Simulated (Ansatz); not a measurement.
# Mg2Ge: a single-point run

Aim: a sound single-point run of Mg2Ge. The structure is shown as the input types it.

Computed with Ansatz 0.2.0 (density functional or hybrid calculation with the settings of its input, plane waves (as first typed), unless a step's input says otherwise).

4 further runs of the same task are left out: 4 that didn't finish.

### 1 The structure to begin with

It takes space group Fm-3m (No. 225, cubic). Conventional cell: a = 6.366 Å, b = 6.366 Å, c = 6.366 Å, α = 90.00°, β = 90.00°, γ = 90.00°. Around Ge (site symmetry m-3m) lie 8 Mg at 2.76 Å. Mg (site symmetry -43m) is surrounded by 4 Ge at 2.76 Å.

Coordinates:

```
Ge Mg
1.0
     0.00000    3.18310    3.18310
     3.18310    0.00000    3.18310
     3.18310    3.18310    0.00000
Ge Mg
1 2
Direct
  0.00000 0.00000 0.00000
  0.25000 0.25000 0.25000
  0.75000 0.75000 0.75000
```

### 2 The calculation

The input, input.yaml:

```yaml
crystal:
  lattice:
    - [0.0, 3.183101237, 3.183101237]
    - [3.183101237, 0.0, 3.183101237]
    - [3.183101237, 3.183101237, 0.0]
  atoms:
    - { symbol: Ge, position: [0.0, 0.0, 0.0] }
    - { symbol: Mg, position: [0.25, 0.25, 0.25] }
    - { symbol: Mg, position: [0.75, 0.75, 0.75] }
kpoints:
  mp_grid: { grid: [6, 6, 6] }
hamiltonian:
  xc: pbe
scf:
  occupations: { method: fermi_dirac, width: 0.02 }
  n_extra_bands: 4
  max_iter: 50
output:
  forces: true
  stress: true
  eigenvalues: true
basis:
  ecutwfc: 120
```

Started as:

```console
$ ansatz run input.yaml --threads 4 --pin off --max-ram 3686MiB --backend cpu --events-out ev --progress --plain --runs-dir out
```

Q: Will this input give a usable result? If not, why, and what should change?

This run ends as converged, with warnings (cutoff below recommended). Its log warns: «basis.ecutwfc = 120 eV is below the records' recommended 420 eV ...»

In the input, basis.ecutwfc is 120. The cutoff lies far under what these potentials need. The potentials' recommended cutoff is 420 eV.

To check: delete basis.ecutwfc (the default then holds).
